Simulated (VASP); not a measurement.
# H (I4/mmm) in VASP: notebook

The runs below take H through single point, with PBE.

Everything below comes from runs of VASP 6.6.1. Logs are shortened: lines on timing, memory, paths and dates and some standing lists are left out, and cuts for length are marked.

### 1 Starting point

Symmetry: I4/mmm, No. 139, tetragonal system. The conventional cell has a = 3.383 Å, b = 3.383 Å, c = 4.117 Å, α = 90.00°, β = 90.00°, γ = 90.00°. Around H (site symmetry 4mm) lie 1 H at 0.74 Å.

### 2 Single point, PBE

INCAR reads:

```
SYSTEM = H
  PREC = Accurate
  ENCUT = 450
  EDIFF = 1E-5
  ISMEAR = 0
  SIGMA = 0.05
  LREAL = .FALSE.
  LASPH = .TRUE.
  NELM = 100
  ALGO = Normal
  ISIF = 2
  LWAVE = .FALSE.
  LCHARG = .FALSE.
  GGA = PE
  ADDGRID = .FALSE.
```

KPOINTS reads:

```
Automatic mesh
0
G
  5 5 5
  0 0 0
```

POSCAR reads:

```
H
1.0
   -1.6915344700      1.6915344700      2.0584739900
    1.6915344700     -1.6915344700      2.0584739900
    1.6915344700      1.6915344700     -2.0584739900
H
2
Direct
    0.0961830000      0.0949540000      0.0224580000
    0.9170920000      0.8909110000      0.0100700000
```

Potentials or basis: VASP PAW PBE potentials, release 64 (H).

Launch:

```bash
cat potpaw_PBE.64/H/POTCAR > POTCAR
mpirun -np 1 vasp_std > vasp.out
```

OUTCAR:

```text
SYSTEM = H
   PREC = Accurate
   ENCUT = 450
   EDIFF = 1E-5
   ISMEAR = 0
   LREAL = .FALSE.
   LASPH = .TRUE.
   NELM = 100
   ISIF = 2
   GGA = PE

 Found     63 irreducible k-points:

 Following reciprocal coordinates:
            Coordinates               Weight
  0.000000  0.000000  0.000000      1.000000
  0.200000 -0.000000  0.000000      2.000000
 -0.000000  0.200000  0.000000      2.000000
 -0.000000  0.200000 -0.200000      2.000000
  0.200000 -0.000000 -0.200000      2.000000
  0.400000 -0.000000  0.000000      2.000000
   k-points           NKPTS =     63   k-points in BZ     NKDIM =     63   number of bands    NBANDS=      5
   number of dos      NEDOS =    301   number of ions     NIONS =      2
   total plane-waves  NPLWV =  13824
   dimension x,y,z NGX =    24 NGY =   24 NGZ =   24
   dimension x,y,z NGXF=    48 NGYF=   48 NGZF=   48
   ions per type =               2
   NGX,Y,Z   is equivalent  to a cutoff of  12.64, 12.64, 12.64 a.u.
   NGXF,Y,Z  is equivalent  to a cutoff of  25.29, 25.29, 25.29 a.u.
 SYSTEM =  H
   PREC   = accura    normal or accurate (medium, high low for compatibility)
   ISTART =      0    job   : 0-new  1-cont  2-samecut
   ICHARG =      2    charge: 1-file 2-atom 10-const
   ISPIN  =      1    spin polarized calculation?
   LNONCOLLINEAR =      F non collinear calculations
   LSORBIT =      F    spin-orbit coupling
   LASPH  =      T    aspherical Exc in radial PAW
   ENCUT  =  450.0 eV  33.07 Ry    5.75 a.u.   5.46  5.46  5.46*2*pi/ulx,y,z
   NELM   =    100;   NELMIN=  2; NELMDL= -5     # of ELM steps
   EDIFF  = 0.1E-04   stopping-criterion for ELM
   LREAL  =      F    real-space projection
   EDIFFG = 0.1E-03   stopping-criterion for IOM
   NSW    =      0    number of steps for IOM
   IBRION =     -1    ionic relax: 0-MD 1-quasi-New 2-CG
   NFREE  =      0    steps in history (QN), initial steepest desc. (CG)
   ISIF   =      2    stress and relaxation
   ISYM   =      2    0-nonsym 1-usesym 2-fastsym
   POTIM  = 0.5000    time-step for ionic-motion
   TEBEG  =    0.0;   TEEND  =   0.0 temperature during run
   PSTRESS=    0.0 pullay stress
   NELECT =       2.0000    total number of electrons
   NUPDOWN=      -1.0000    fix difference up-down
   EMIN   =  10.00;   EMAX   =-10.00  energy-range for DOS
   EFERMI =   0.00;   METHOD = LEGACY
   ISMEAR =     0;   SIGMA  =   0.05  broadening in eV -4-tet -1-fermi 0-gaus
   EFERMI_NEDOS =   21; number of points for ismear=-14 and -15
   IALGO  =     38    algorithm
   IMIX   =      4    mixing-type and parameters
     AMIX     =   0.40;   BMIX     =  1.00
     AMIX_MAG =   1.60;   BMIX_MAG =  1.00
  volume/ion in A,a.u.               =      11.78        79.49
  Fermi-wavevector in a.u.,A,eV,Ry     =   0.719497  1.359653  7.043413  0.517676
  Thomas-Fermi vector in A             =   1.808708
   LORBIT       =      0    0 simple, 1 ext, 2 COOP (PROOUT), +10 PAW based schemes
   GGA     = PE    functional components
   LHFCALC =     F    Hartree Fock is set to
   AEXX    =    0.0000 exact exchange contribution
   IVDW    =     0    specifies the selected vdW correction
   LEPSILON=     F    determine dielectric tensor
   LRPA    =     F    only Hartree local field effects (RPA)
 non-spin polarized calculation
 Gauss-broadening in eV      SIGMA  =   0.05
  energy-cutoff  :      450.00
  volume of cell :       23.56
 maximum number of plane-waves:       522
 NGX is ok and might be reduce to    24
   NGX = 11   NGY = 11   NGZ = 11

 number of electron       2.0000000 magnetization

 Free energy of the ion-electron system (eV)
  ---------------------------------------------------
  ext. energy  EPLUGINS =         0.00000000
  ---------------------------------------------------
  free energy    TOTEN  =        -6.77315198 eV

  energy without entropy =       -6.77315198  energy(sigma->0) =       -6.77315198

 E-fermi :  -7.8365     XC(G=0):  -5.3803

 val. band max:       -8.1168393666   @ k =  -0.4000   0.4000   0.4000
 cond. band min:       0.9488691934   @ k =  -0.0000   0.4000   0.0000
 fundamental gap:      9.0657085600
 Fermi energy:        -7.8365247010

 k-point     1 :       0.0000    0.0000    0.0000
  band No.  band energies     occupation
      1     -10.4337      2.00000
      2       5.5929      0.00000
      3       8.6383      0.00000
      4      15.3812      0.00000
      5      15.3928      0.00000

 k-point     2 :       0.2000   -0.0000    0.0000
  band No.  band energies     occupation
      1      -9.9669      2.00000
      2       3.6850      0.00000
      3       9.2718      0.00000
      4      12.2075      0.00000
      5      13.5526      0.00000

 k-point     3 :      -0.0000    0.2000    0.0000
  band No.  band energies     occupation
      1      -9.9575      2.00000
      2       3.5447      0.00000
      3       9.3951      0.00000
      4      12.4088      0.00000
      5      13.5122      0.00000

 k-point     4 :      -0.0000    0.2000   -0.2000
  band No.  band energies     occupation
      1      -9.9622      2.00000
      2       3.6150      0.00000
      3       9.3323      0.00000
      4      12.3033      0.00000
      5      13.5353      0.00000

 k-point     5 :       0.2000   -0.0000   -0.2000
  band No.  band energies     occupation
      1      -9.9714      2.00000
      2       3.7524      0.00000
      3       9.2143      0.00000
      4      12.1225      0.00000
      5      13.5662      0.00000

 k-point     6 :       0.4000   -0.0000    0.0000
  band No.  band energies     occupation
      1      -9.0307      2.00000
      2       1.1744      0.00000
      3       9.0498      0.00000
      4      10.3897      0.00000
      5      12.3359      0.00000

 [... further k-points ...]

------------------------ aborting loop because EDIFF is reached ----------------------------------------

  FORCE on cell =-STRESS in cart. coord.  units (eV):
  Direction    XX          YY          ZZ          XY          YZ          ZX
  --------------------------------------------------------------------------------------
  -------------------------------------------------------------------------------------
  Total       -0.0132843     -0.0099437     -0.4182006      0.0007467      0.0123297     -0.0366672
  in kB       -0.9034031     -0.6762281    -28.4399045      0.0507804      0.8384856     -2.4935691
  external PRESSURE =     -10.0065119 kB  Pullay stress =       0.0000000 kB

 VOLUME and BASIS-vectors are now :
 -----------------------------------------------------------------------------
  energy-cutoff  :      450.00
  volume of cell :       23.56
      direct lattice vectors                 reciprocal lattice vectors
    -1.691534470  1.691534470  2.058473990     0.000000000  0.295589602  0.242898381
     1.691534470 -1.691534470  2.058473990     0.295589602  0.000000000  0.242898381
     1.691534470  1.691534470 -2.058473990     0.295589602  0.295589602  0.000000000

 POSITION                                       TOTAL-FORCE (eV/Angst)
 -----------------------------------------------------------------------------------
      0.03591      0.04007      0.34722        -0.046639      0.015720     -0.519983
     -0.02725      0.06132      3.70100         0.046639     -0.015720      0.519983
 -----------------------------------------------------------------------------------
    total drift:                                0.000001      0.000001      0.000002

  FREE ENERGIE OF THE ION-ELECTRON SYSTEM (eV)
  ---------------------------------------------------
  free  energy   TOTEN  =        -6.7731519753 eV

  energy  without entropy=       -6.7731519753  energy(sigma->0) =       -6.77315198
```

It took 2.5 s on 1 thread of Intel Xeon Platinum 8488C (Sapphire Rapids), shared host; peak memory 0.12 GiB.

These settings aren't checked as converged: the numbers below hold their error.

Results:

```
Free energy            : -6.7732 eV
Pressure               : -1.0 GPa
Largest force          : 0.522 eV/Å
Band gap on the k mesh : 9.07 eV, indirect (least direct gap 9.76 eV)
```

Caveat: the k mesh is coarse (spacing up to 0.53 Å⁻¹), so the values aren't converged; an odd mesh through Γ misses points on the zone boundary, where band edges often lie.

### 3 Single point, PBE

Edit INCAR of step 2 so:

```diff
@@ -3,3 +3,3 @@
   ENCUT = 450
-  EDIFF = 1E-5
+  EDIFF = 1E-6
   ISMEAR = 0
@@ -14,2 +14,2 @@
   GGA = PE
-  ADDGRID = .FALSE.
+  ADDGRID = .TRUE.
```

KPOINTS is that of step 2.

POSCAR reads:

```
H
1.0
   -1.6915344700      1.6915344700      2.0584739900
    1.6915344700     -1.6915344700      2.0584739900
    1.6915344700      1.6915344700     -2.0584739900
H
2
Direct
    0.0901377100      0.0901377100      0.0000000000
    0.9098622900      0.9098622900      0.0000000000
```

Potentials or basis: VASP PAW PBE potentials, release 64 (H).

Launch:

```bash
cat potpaw_PBE.64/H/POTCAR > POTCAR
mpirun -np 1 vasp_std > vasp.out
```

Run time: 2.3 s. Hardware: 1 thread of Intel Xeon Platinum 8488C (Sapphire Rapids), shared host; peak memory 0.15 GiB.

The run converged, but some of its settings lie outside the range that counts as converged, so its numbers aren't taken as properties of the crystal.

What came out:

| Item | Value |
| --- | --- |
| Free energy | -6.7765 eV |
| Pressure | 0.3 GPa |
| Largest force | 0.274 eV/Å |
| Band gap on the k mesh | 9.47 eV, indirect (least direct gap 10.15 eV) |

Caveat: the k mesh is coarse (spacing up to 0.53 Å⁻¹), so the values aren't converged; an odd mesh through Γ misses points on the zone boundary, where band edges often lie.

### 4 For comparison

An earlier run on the cell as given: functional PBE; potentials or basis VASP PAW PBE potentials, release 64 (H); cutoff 520 eV; k mesh 11 × 11 × 11; occupations fermi-dirac, width 0.05 eV; no spin polarisation.

* Pressure: 0.6 GPa
* Largest force: 0.264 eV/Å
* Band gap on the k mesh: 9.05 eV, indirect (least direct gap 9.84 eV)
